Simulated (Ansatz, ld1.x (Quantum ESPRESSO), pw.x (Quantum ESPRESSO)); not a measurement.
pw.x on bcc Al: one setting changed

Potential: norm-conserving Troullier–Martins (Kleinman–Bylander form), ld1.x (Quantum ESPRESSO) 7.5, PBE; core [Ne], reference 3s2 3p1; waves: 3s (bound): rc 2.15 bohr; 3p (bound): rc 1.90 bohr; 3d channel at 0.2 Ry: rc 1.75 bohr; local part: all-electron potential smoothed inside 1.85 bohr (lloc = -2); core correction: a·sin(br)/r model core, default radius (core density twice the valence density).

The reference run (k-mesh 14³, cutoffs 50/200 Ry, Fermi–Dirac 0.01 Ry, mixing_beta 0.4, conv_thr 1e-9, no spin) gives -0.52 GPa at 16.945 Å³/atom, where all-electron LAPW gives 0.07 GPa. This run, with its own iteration cap, changes degauss to 0.02.

```
&control
  calculation='scf', prefix='x', pseudo_dir='./', outdir='./tmp', tstress=.true., disk_io='none'
/
&system
  ibrav=0, nat=1, ntyp=1, ecutwfc=50, ecutrho=200, nbnd=8,
  occupations='smearing', smearing='fd', degauss=0.02
/
&electrons
  conv_thr=1e-09, mixing_beta=0.4, electron_maxstep=50
/
ATOMIC_SPECIES
Al 1.0 Al.UPF
CELL_PARAMETERS angstrom
  -1.61805716 1.61805716 1.61805716
  1.61805716 -1.61805716 1.61805716
  1.61805716 1.61805716 -1.61805716
ATOMIC_POSITIONS crystal
Al 0.0000 0.0000 0.0000
K_POINTS automatic
14 14 14 0 0 0
```

```bash
pw.x < Al.scf.in > Al.scf.out
```

Task: How does the run end?

Result: It converges in 5 iterations; the free energy moves by -36.8 meV/atom and the pressure by +0.17 GPa. In a metal, with Fermi–Dirac smearing, F lies below its zero-width value by a term in the square of the width.

```
Message from routine setup:
     using ibrav=0 with symmetry is DISCOURAGED, use correct ibrav instead
     lattice parameter (alat)  =       5.2961  a.u.
     unit-cell volume          =     114.3505 (a.u.)^3
     number of electrons       =         3.00
     number of Kohn-Sham states=            8
     kinetic-energy cutoff     =      50.0000  Ry
     charge density cutoff     =     200.0000  Ry
     scf convergence threshold =      1.0E-09
     Exchange-correlation= PBE
     number of k points=   104  Fermi-Dirac smearing, width (Ry)=  0.0200
     iteration #  1     ecut=    50.00 Ry     beta= 0.40
     total energy              =      -5.47081822 Ry
     estimated scf accuracy    <       0.00585411 Ry
     iteration #  2     ecut=    50.00 Ry     beta= 0.40
     total energy              =      -5.47009167 Ry
     estimated scf accuracy    <       0.00185570 Ry
     iteration #  3     ecut=    50.00 Ry     beta= 0.40
     total energy              =      -5.47016340 Ry
     estimated scf accuracy    <       0.00000109 Ry
     iteration #  4     ecut=    50.00 Ry     beta= 0.40
     total energy              =      -5.47016397 Ry
     estimated scf accuracy    <       0.00000002 Ry
     iteration #  5     ecut=    50.00 Ry     beta= 0.40
     the Fermi energy is     7.6372 ev
!    total energy              =      -5.47016397 Ry
     estimated scf accuracy    <          7.4E-10 Ry
     smearing contrib. (-TS)   =      -0.00738945 Ry
     The total energy is F=E-TS. E is the sum of the following terms:
     one-electron contribution =       2.89016575 Ry
     hartree contribution      =       0.00434299 Ry
     xc contribution           =      -3.00141723 Ry
     ewald contribution        =      -5.35586604 Ry
     convergence has been achieved in   5 iterations
          total   stress  (Ry/bohr**3)                   (kbar)     P=       -3.47
     Message from routine punch:
     Nothing written, as per user request (disk_io='none')
```

The run took about 5.2 s on one core of a shared server CPU.
